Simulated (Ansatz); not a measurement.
# A series in volume scale on Tl

Plane-wave DFT, scalar-relativistic PAW made under PBE with cores redone for the functional, no dispersion; the given relaxed cell is scaled uniformly, energy at zero smearing counts from the unscaled cell, pressure at the given Fermi-Dirac smearing is positive in compression. The results are calculated, by Ansatz 0.2.0.

The cell before it is scaled or strained (space group Fd-3m, No. 227):
```
CELL_PARAMETERS angstrom
0.00000 3.63830 3.63830
3.63830 0.00000 3.63830
3.63830 3.63830 0.00000
ATOMIC_POSITIONS crystal
Tl 0.12500 0.12500 0.12500
Tl 0.87500 0.87500 0.87500
```

Settings of every row: spin polarised no; functional revPBE; wave cutoff 420 eV; smearing width 0.1 eV; k mesh 12x12x12.

Atom starting moment: 0 on all atoms.

Limits: no spin-orbit coupling, which can matter with elements this heavy; the cell comes from a prototype or a list of computed structures and needn't be the stable phase.

| row | volume scale | V (Å³/atom) | energy change per atom (meV) | pressure (GPa) |
| --- | --- | --- | --- | --- |
| 1 | 0.88 | 42.382 | 27.78 | 1.92 |
| 2 | 0.92 | 44.308 | 10.62 | 1.11 |
| 3 | 0.96 | 46.235 | 2 | 0.48 |
| 4 | 1.04 | 50.087 | 3.15 | -0.38 |
| 5 | 1.08 | 52.014 | 10.33 | -0.68 |
| 6 | 1.12 | 53.94 | ? | ? |

Question: what energy change per atom and pressure should row 6 give?

Worked fit of energy change per atom. Take u = (V_r/V)^(2/3) − 1 with V_r = 46.235 Å³ an atom, which is twice the finite (Eulerian) strain; such expansions in the strain, on which the Birch-Murnaghan equation of state is built, carry the rest volume and the bulk modulus. The shown rows have u = 0.05972, 0.02879, 0, -0.05195, -0.07551. Least squares give energy change per atom = 1.999 + 190.51 × u + 4009.6 × u² meV; a straight line predicts inner rows, each left out in turn, worse (root mean square 8.2 against 0.27 meV). The rows lie off it by 0.10, -0.19, 0.00, 0.23, -0.15 (root mean square 0.16 meV). The withheld row has u = -0.09765, so the fit gives 1.999 + 190.51 × (-0.09765) + 4009.6 × (-0.09765)² = 21.63 meV.

The calculation gave 20.66 meV. The fit lies 0.97 meV (4.7 % of the value, 3.8 % of the column's range) above it; its largest miss of a shown row is 0.23 meV. This row lies beyond the range of the fit.

Worked fit of pressure. Take u = (V_r/V)^(2/3) − 1 with V_r = 46.235 Å³ an atom, which is twice the finite (Eulerian) strain; such expansions in the strain, on which the Birch-Murnaghan equation of state is built, carry the rest volume and the bulk modulus. The shown rows have u = 0.05972, 0.02879, 0, -0.05195, -0.07551. Least squares give pressure = 0.482 + 20.16 × u + 64.4 × u² GPa; a straight line predicts inner rows, each left out in turn, worse (root mean square 0.13 against 0.012 GPa). The rows lie off it by 0.00, -0.01, 0.00, 0.01, -0.01. The withheld row has u = -0.09765, so the fit gives 0.482 + 20.16 × (-0.09765) + 64.4 × (-0.09765)² = -0.87 GPa.

The calculation gave -0.91 GPa. The fit lies 0.04 GPa (4.4 % of the value, 1.4 % of the column's range) above it; its largest miss of a shown row is 0.01 GPa. This row lies beyond the range of the fit.
